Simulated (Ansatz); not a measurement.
Runs of Ansatz 0.2.0 on Nb. The structure is cubic, space group Fm-3m (No. 225). Conventional cell: a = 4.230 Å, b = 4.230 Å, c = 4.230 Å, α = 90.00°, β = 90.00°, γ = 90.00°. Nb (site symmetry m-3m) is surrounded by 12 Nb at 2.99 Å. This isn't the form of Nb at room conditions, which is bcc.

```tsv
task	level	cell	k mesh	smearing	atoms under strain	gap on the mesh (eV)	pressure (GPa)	relaxed volume (Å³/atom)
relaxation of cell and atoms	PBEsol+D3(BJ)	relaxed	11 × 11 × 11	fermi-dirac 0.05 eV	-	none	0.0	17.40
relaxation of cell and atoms	revPBE+D4	relaxed	11 × 11 × 11	fermi-dirac 0.05 eV	-	none	0.0	18.47
relaxation of cell and atoms	PBEsol+D4	relaxed	11 × 11 × 11	fermi-dirac 0.05 eV	-	none	0.0	(c)
single point	PBE	as given	11 × 11 × 11	gaussian 0.025 eV	-	none	-1.9	-
relaxation of cell and atoms	RPBE+D3(BJ)	relaxed	11 × 11 × 11	fermi-dirac 0.05 eV	-	none	0.0	14.91
relaxation of cell and atoms	BLYP+D3(BJ)	relaxed	11 × 11 × 11	fermi-dirac 0.05 eV	-	none	0.0	(a)
relaxation of cell and atoms	PBE+D3(BJ)	relaxed	11 × 11 × 11	fermi-dirac 0.05 eV	-	none	0.0	18.00
single point	PBE	as given	11 × 11 × 11	gaussian 0.026 eV	-	none	-1.9	-
relaxation of cell and atoms	revPBE+D3(BJ)	relaxed	11 × 11 × 11	fermi-dirac 0.05 eV	-	none	0.0	17.62
relaxation of cell and atoms	RPBE+D4	relaxed	11 × 11 × 11	fermi-dirac 0.05 eV	-	none	0.0	18.48
elastic constants	PBEsol	as given	8 × 8 × 8	fermi-dirac 0.05 eV	relaxed	none	(b)	-
relaxation of cell and atoms	PBE+D4	relaxed	11 × 11 × 11	fermi-dirac 0.05 eV	-	none	0.0	18.40
```

Alike in all rows: potentials or basis Ansatz PAW; no spin polarisation; cutoff (eV) 420.

Fill in the values left out.

(a) 17.67; (b) -7.3; (c) 17.92.

Caveats: the plane-wave basis is chosen anew once the cell has moved, so the energies of steps on either side of that aren't comparable (some runs); pairwise dispersion overbinds metals, which lowers pressure and volume (some runs); the PAW data sets come from PBE, with cores solved anew for the run's functional, which leaves a small shift of forces and pressure (some runs); the volume moved by over 15 % at a fixed basis, so the end points are rough (some runs); the volume moved by -21 % from the deposited cell, more than functionals usually miss (some runs); the cell is more than 3 GPa from zero pressure, which shifts response properties (some runs); the elastic tensor has a negative eigenvalue, so either the cell is unstable as it stands or the mesh is too thin (some runs).

A k mesh can miss the band edges, and the runs leave out spin-orbit coupling on Nb.

A gap of «none» marks a metal or a gap under the smearing width.
